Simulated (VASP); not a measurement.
# BN (P6_3/mmc) in VASP: settings compared

Aim: see how the results for BN move with the level of theory and the settings. Levels: PBE0, PBE. Tasks: band structure.

Everything below comes from runs of VASP 6.6.1. Logs are shortened: lines on timing, memory, paths and dates and some standing lists are left out, and cuts for length are marked.

### Step 1. The crystal as given

The structure is hexagonal, space group P6_3/mmc (No. 194). Conventional cell: a = 2.506 Å, b = 2.506 Å, c = 6.556 Å, α = 90.00°, β = 90.00°, γ = 120.00°. B (site symmetry -6m2) has 3 N at 1.45 Å as nearest neighbours. N (site symmetry -6m2) has 3 B at 1.45 Å as nearest neighbours.

The cell is a database's computed one.

### Step 2. Band structure, PBE0

POSCAR

```
BN                                      
1.0
    2.5064034982      0.0000000000      0.0000000000
   -1.2532017491      2.1706091548      0.0000000000
    0.0000000000      0.0000000000      6.5555615641
  B               N             
     2     2
Direct
     0.3333333300000021    0.6666666699999979    0.2500000000000000
     0.6666666699999979    0.3333333300000021    0.7500000000000000
     0.3333333300000021    0.6666666699999979    0.7500000000000000
     0.6666666699999979    0.3333333300000021    0.2500000000000000
```

INCAR.step1

```
PREC = Accurate
ENCUT = 450
EDIFF = 1E-5
ISMEAR = 0
SIGMA = 0.02
LREAL = False
LASPH = True
NELM = 120
ALGO = Normal
ISIF = 2
LWAVE = True
LCHARG = False
KPAR = 4
GGA = PE
```

INCAR.step2

```
PREC = Accurate
ENCUT = 450
EDIFF = 1E-6
ISMEAR = 0
SIGMA = 0.02
LREAL = False
LASPH = True
NELM = 120
ALGO = Normal
ISIF = 2
LWAVE = False
LCHARG = False
GGA = PE
LHFCALC = True
AEXX = 0.25
PRECFOCK = Fast
HFRCUT = -1
KPAR = 4
ISTART = 1
```

KPOINTS

```
Automatic mesh
0
Gamma
  10 10 4
```

KPOINTS_OPT

```
path GMKGALHA,LM,KH
8
line-mode
reciprocal
 0.0000000000  0.0000000000  0.0000000000  G
 0.5000000000  0.0000000000  0.0000000000  M

 0.5000000000  0.0000000000  0.0000000000  M
 0.3333333333  0.3333333333  0.0000000000  K

 0.3333333333  0.3333333333  0.0000000000  K
 0.0000000000  0.0000000000  0.0000000000  G

 0.0000000000  0.0000000000  0.0000000000  G
 0.0000000000  0.0000000000  0.5000000000  A

 0.0000000000  0.0000000000  0.5000000000  A
 0.5000000000  0.0000000000  0.5000000000  L

 0.5000000000  0.0000000000  0.5000000000  L
 0.3333333333  0.3333333333  0.5000000000  H

 0.3333333333  0.3333333333  0.5000000000  H
 0.0000000000  0.0000000000  0.5000000000  A

 0.5000000000  0.0000000000  0.5000000000  L
 0.5000000000  0.0000000000  0.0000000000  M

 0.3333333333  0.3333333333  0.0000000000  K
 0.3333333333  0.3333333333  0.5000000000  H
```

Potentials or basis: VASP PAW PBE potentials, release 64 (B, N).

Command:

```
$ cat potpaw_PBE.64/B/POTCAR potpaw_PBE.64/N/POTCAR > POTCAR
$ cp INCAR.step1 INCAR
$ mpirun -np 4 vasp_std > vasp.out
$ cp INCAR.step2 INCAR
$ mpirun -np 4 vasp_std > vasp.out
```

OUTCAR:

```text
PREC = Accurate
   ENCUT = 450
   EDIFF = 1E-6
   ISMEAR = 0
   LREAL = False
   LASPH = True
   NELM = 120
   ISIF = 2
   GGA = PE
   LHFCALC = True
   AEXX = 0.25
   PRECFOCK = Fast
   ISTART = 1

 ion  position               nearest neighbor table
   1  0.333  0.667  0.250-   4 1.45   4 1.45   4 1.45
   2  0.667  0.333  0.750-   3 1.45   3 1.45   3 1.45
   3  0.333  0.667  0.750-   2 1.45   2 1.45   2 1.45
   4  0.667  0.333  0.250-   1 1.45   1 1.45   1 1.45

  LATTYP: Found a hexagonal cell.
 ALAT       =     2.5064034982
 C/A-ratio  =     2.6155252212

  Lattice vectors:

 A1 = (   2.5064034982,   0.0000000000,   0.0000000000)
 A2 = (  -1.2532017491,   2.1706091548,   0.0000000000)
 A3 = (   0.0000000000,   0.0000000000,   6.5555615641)

Analysis of symmetry for initial positions (statically):
=====================================================================
 Subroutine PRICEL returns:
 Original cell was already a primitive cell.

 Routine SETGRP: Setting up the symmetry group for a
 hexagonal supercell.

 Subroutine GETGRP returns: Found 24 space group operations
 (whereof 12 operations were pure point group operations)
 out of a pool of 24 trial point group operations.

The static configuration has the point symmetry D_3d.
 The point group associated with its full space group is D_6h.

Analysis of symmetry for dynamics (positions and initial velocities):
=====================================================================
 Subroutine PRICEL returns:
 Original cell was already a primitive cell.

 Routine SETGRP: Setting up the symmetry group for a
 hexagonal supercell.

 Subroutine GETGRP returns: Found 24 space group operations
 (whereof 12 operations were pure point group operations)
 out of a pool of 24 trial point group operations.

The dynamic configuration has the point symmetry D_3d.
 The point group associated with its full space group is D_6h.

 Subroutine INISYM returns: Found 24 space group operations
 (whereof 12 operations are pure point group operations),
 and found     1 'primitive' translations

----------------------------------------------------------------------------------------

                                     Primitive cell

  volume of cell :      35.6650

  direct lattice vectors                    reciprocal lattice vectors
     2.506403498  0.000000000  0.000000000     0.398978058  0.230350083  0.000000000
    -1.253201749  2.170609155  0.000000000     0.000000000  0.460700167  0.000000000
[... 113 lines left out ...]
   LORBIT       =      0    0 simple, 1 ext, 2 COOP (PROOUT), +10 PAW based schemes
   GGA     = PE    functional components
   LHFCALC =     T    Hartree Fock is set to
   PRECFOCK=fast      Normal, Fast or Accurate (Low or Medium for compatibility)
   ENCUT4O =  -1.0   cutoff for four orbital integrals eV
   NKREDX  =     1    reduce k-point grid by
   NKREDY  =     1    reduce k-point grid by
   NKREDZ  =     1    reduce k-point grid by
   AEXX    =    0.2500 exact exchange contribution
   HFSCREEN=    0.0000 screening length (either q_TF or 0.3 A-1)
   HFSCREENC=   0.0000 screening length for correlation (either q_TF or 0.3 A-1)
   ENCUTFOCK=  -1.0 apply spherical cutoff to Coloumb kernel
   IVDW    =     0    specifies the selected vdW correction
   LEPSILON=     F    determine dielectric tensor
   LRPA    =     F    only Hartree local field effects (RPA)
 non-spin polarized calculation
 Gauss-broadening in eV      SIGMA  =   0.02
  energy-cutoff  :      450.00
  volume of cell :       35.67
 maximum number of plane-waves:       809
 NGX is ok and might be reduce to    18
  NGX = 10; NGY = 10; NGZ = 28

 number of electron      15.9999994 magnetization

 Free energy of the ion-electron system (eV)
  ---------------------------------------------------
  ext. energy  EPLUGINS =         0.00000000
  ---------------------------------------------------
  free energy    TOTEN  =       -42.66269126 eV

  energy without entropy =      -42.66269126  energy(sigma->0) =      -42.66269126

 E-fermi :   1.4078     XC(G=0):  -7.9989

 val. band max:        1.2203392198   @ k =   0.3000   0.3000   0.0000
 cond. band min:       7.4745483285   @ k =   0.5000   0.0000   0.0000
 fundamental gap:      6.2542091087
 Fermi energy:         1.4078226107

 k-point     1 :       0.0000    0.0000    0.0000
  band No.  band energies     occupation
      1     -18.4693      2.00000
      2     -18.1248      2.00000
      3      -5.7210      2.00000
      4      -3.2439      2.00000
      5      -0.4202      2.00000
      6      -0.4202      2.00000
      7      -0.3746      2.00000
      8      -0.3746      2.00000
      9       8.4094      0.00000
     10      14.1419      0.00000
     11      15.2032      0.00000
     12      15.2123      0.00000
[... 331 lines left out ...]
 k-point    24 :       0.4000    0.1000    0.2500
  band No.  band energies     occupation
      1     -15.0503      2.00000
      2     -14.9632      2.00000
      3      -8.3161      2.00000
      4      -8.2513      2.00000
      5      -4.0064      2.00000
      6      -3.9435      2.00000
      7      -0.3738      2.00000
      8       0.5439      2.00000
      9       7.9610      0.00000
     10       8.9403      0.00000
     11      13.8536      0.00000
     12      14.3333      0.00000

 [... further k-points ...]

------------------------ aborting loop because EDIFF is reached ----------------------------------------

  FORCE on cell =-STRESS in cart. coord.  units (eV):
  Direction    XX          YY          ZZ          XY          YZ          ZX
  --------------------------------------------------------------------------------------
  -------------------------------------------------------------------------------------
  Total       -1.1983869     -1.1983869      0.2533063      0.0000000     -0.0000000      0.0000000
  in kB      -53.8350478    -53.8350504     11.3792626      0.0000000     -0.0000000      0.0000000
  external PRESSURE =     -32.0969452 kB  Pullay stress =       0.0000000 kB

 VOLUME and BASIS-vectors are now :
 -----------------------------------------------------------------------------
  energy-cutoff  :      450.00
  volume of cell :       35.67
      direct lattice vectors                 reciprocal lattice vectors
     2.506403498  0.000000000  0.000000000     0.398978058  0.230350083  0.000000000
    -1.253201749  2.170609155  0.000000000     0.000000000  0.460700167  0.000000000
     0.000000000  0.000000000  6.555561564     0.000000000  0.000000000  0.152542233

 POSITION                                       TOTAL-FORCE (eV/Angst)
 -----------------------------------------------------------------------------------
     -0.00000      1.44707      1.63889        -0.000000      0.000000      0.000000
      1.25320      0.72354      4.91667         0.000000      0.000000     -0.000000
     -0.00000      1.44707      4.91667        -0.000000      0.000000      0.000000
      1.25320      0.72354      1.63889         0.000000     -0.000000     -0.000000
 -----------------------------------------------------------------------------------
    total drift:                                0.000001      0.000000      0.000000

  FREE ENERGIE OF THE ION-ELECTRON SYSTEM (eV)
  ---------------------------------------------------
  free  energy   TOTEN  =       -42.6626912646 eV

  energy  without entropy=      -42.6626912646  energy(sigma->0) =      -42.66269126
```

It took 9.7 min on 4 MPI ranks of Intel Xeon Platinum 8559C (Emerald Rapids), shared host; peak memory 0.22 GiB.

Results:

```
Free energy             : -42.6627 eV
Band gap on the k mesh  : 6.25 eV, indirect (least direct gap 6.76 eV)
Band gap along the path : 6.28 eV, indirect (least direct gap 6.76 eV)
```

Levels at the corners of the path, in eV from the valence-band top:
| point | band 5 | band 6 | band 7 | band 8 | band 9 | band 10 | band 11 | band 12 |
| --- | --- | --- | --- | --- | --- | --- | --- | --- |
| Γ | -1.62 | -1.62 | -1.57 | -1.57 | 7.21 | 12.95 | 14.08 | 14.13 |
| M | -4.67 | -4.59 | -1.63 | -0.48 | 6.28 | 7.89 | 11.79 | 12.21 |
| M | -4.67 | -4.59 | -1.63 | -0.48 | 6.28 | 7.89 | 11.79 | 12.21 |
| K | -8.01 | -8.01 | -0.12 | -0.12 | 7.03 | 7.03 | 12.66 | 15.63 |
| K | -8.01 | -8.01 | -0.12 | -0.12 | 7.03 | 7.03 | 12.66 | 15.63 |
| Γ | -1.62 | -1.62 | -1.57 | -1.57 | 7.21 | 12.95 | 14.02 | 14.11 |
| Γ | -1.62 | -1.62 | -1.57 | -1.57 | 7.21 | 12.95 | 14.05 | 14.17 |
| A | -1.59 | -1.59 | -1.59 | -1.59 | 9.87 | 9.87 | 14.09 | 14.09 |
| A | -1.59 | -1.59 | -1.59 | -1.59 | 9.87 | 9.87 | 14.09 | 14.09 |
| L | -4.63 | -4.63 | -1.03 | -1.03 | 6.79 | 6.79 | 12.22 | 12.22 |
| L | -4.63 | -4.63 | -1.03 | -1.03 | 6.79 | 6.79 | 12.22 | 12.22 |
| H | -8.02 | -8.02 | -0.03 | -0.03 | 6.76 | 6.76 | 14.00 | 14.00 |
| H | -8.02 | -8.02 | -0.03 | -0.03 | 6.76 | 6.76 | 14.00 | 14.00 |
| A | -1.59 | -1.59 | -1.59 | -1.59 | 9.87 | 9.87 | 14.09 | 14.09 |
| L | -4.63 | -4.63 | -1.03 | -1.03 | 6.79 | 6.79 | 12.22 | 12.22 |
| M | -4.67 | -4.59 | -1.63 | -0.48 | 6.28 | 7.89 | 11.79 | 12.21 |
| K | -8.01 | -8.01 | -0.12 | -0.12 | 7.03 | 7.03 | 12.66 | 15.63 |
| H | -8.02 | -8.02 | -0.03 | -0.03 | 6.76 | 6.76 | 14.00 | 14.00 |

Caveat: the cutoff is under 1.25 times the usual one of these potentials, so pressure, stress and relaxed cells hold a basis-set (Pulay) error; the PAW data sets were made with another functional, which shifts forces and pressure a little; this functional lacks dispersion, which binds the layers, so the pressure and a relaxed spacing across them are unreliable.

### Step 3. Band structure, PBE

INCAR

```
PREC = Accurate
ENCUT = 300
EDIFF = 1E-6
ISMEAR = 0
SIGMA = 0.02
LREAL = False
LASPH = True
NELM = 120
ALGO = Normal
ISIF = 2
LWAVE = False
LCHARG = False
GGA = PE
KPAR = 4
```

KPOINTS

```
Automatic mesh
0
Gamma
  16 16 6
```

POSCAR is that of step 2.

KPOINTS_OPT: that of step 2 with these lines changed.

```diff
@@ -1,3 +1,3 @@
 path GMKGALHA,LM,KH
-8
+10
 line-mode
```

Potentials or basis: VASP PAW PBE potentials, release 64 (B, N).

Command:

```
$ cat potpaw_PBE.64/B/POTCAR potpaw_PBE.64/N/POTCAR > POTCAR
$ mpirun -np 4 vasp_std > vasp.out
```

Wall time 8.3 s (4 MPI ranks of Intel Xeon Platinum 8559C (Emerald Rapids), shared host); peak memory 0.14 GiB.

The run converged, but a check on its numbers failed (symmetry, net force, bounds or a known fault of this set-up), so they aren't taken as properties of the crystal.

Caveat: the cutoff lies under the usual one of these potentials, so the numbers hold a large basis-set error; this functional lacks dispersion, which binds the layers, so the pressure and a relaxed spacing across them are unreliable.

### Step 4. Band structure, PBE

INCAR: that of step 3 with these lines changed.

```diff
@@ -1,3 +1,3 @@
 PREC = Accurate
-ENCUT = 300
+ENCUT = 600
 EDIFF = 1E-6
```

KPOINTS is that of step 3.

POSCAR is that of step 3.

KPOINTS_OPT is that of step 3.

Command:

```
$ cat potpaw_PBE.64/B/POTCAR potpaw_PBE.64/N/POTCAR > POTCAR
$ mpirun -np 4 vasp_std > vasp.out
```

It took 15 s on 4 MPI ranks of Intel Xeon Platinum 8559C (Emerald Rapids), shared host; peak memory 0.22 GiB.

Results (log left out):

* Free energy: -35.1515 eV
* Pressure: 2.8 GPa
* Band gap on the k mesh: 4.22 eV, indirect (least direct gap 4.65 eV)
* Band gap along the path: 4.21 eV, indirect (least direct gap 4.63 eV)

Stress tensor (GPa, compression positive):
```
2.55 0.00 0.00
0.00 2.55 0.00
0.00 0.00 3.17
```

Levels at the corners of the path, in eV from the valence-band top:
```csv
point,band 4,band 5,band 6,band 7,band 8,band 9,band 10,band 11,band 12
Γ,-4.04,-1.38,-1.38,-1.34,-1.34,5.30,10.41,11.47,11.49
M,-8.87,-4.19,-4.11,-1.53,-0.44,4.21,5.65,9.48,9.87
M,-8.87,-4.19,-4.11,-1.53,-0.44,4.21,5.65,9.48,9.87
K,-7.83,-7.19,-7.19,-0.14,-0.14,4.83,4.83,10.69,13.17
K,-7.83,-7.19,-7.19,-0.14,-0.14,4.83,4.83,10.69,13.17
Γ,-4.04,-1.38,-1.38,-1.34,-1.34,5.30,10.41,11.48,11.53
Γ,-4.04,-1.38,-1.38,-1.34,-1.34,5.30,10.41,11.47,11.49
A,-5.30,-1.36,-1.36,-1.36,-1.36,7.73,7.73,11.54,11.54
A,-5.30,-1.36,-1.36,-1.36,-1.36,7.73,7.73,11.54,11.54
L,-8.91,-4.15,-4.15,-0.96,-0.96,4.68,4.68,9.85,9.85
L,-8.91,-4.15,-4.15,-0.96,-0.96,4.68,4.68,9.85,9.85
H,-7.92,-7.19,-7.19,-0.05,-0.05,4.59,4.59,11.95,11.95
H,-7.92,-7.19,-7.19,-0.05,-0.05,4.59,4.59,11.95,11.95
A,-5.30,-1.36,-1.36,-1.36,-1.36,7.73,7.73,11.54,11.54
L,-8.91,-4.15,-4.15,-0.96,-0.96,4.68,4.68,9.85,9.85
M,-8.87,-4.19,-4.11,-1.53,-0.44,4.21,5.65,9.48,9.87
K,-7.83,-7.19,-7.19,-0.14,-0.14,4.83,4.83,10.69,13.17
H,-7.92,-7.19,-7.19,-0.05,-0.05,4.59,4.59,11.95,11.95
```

Caveat: this functional lacks dispersion, which binds the layers, so the pressure and a relaxed spacing across them are unreliable.
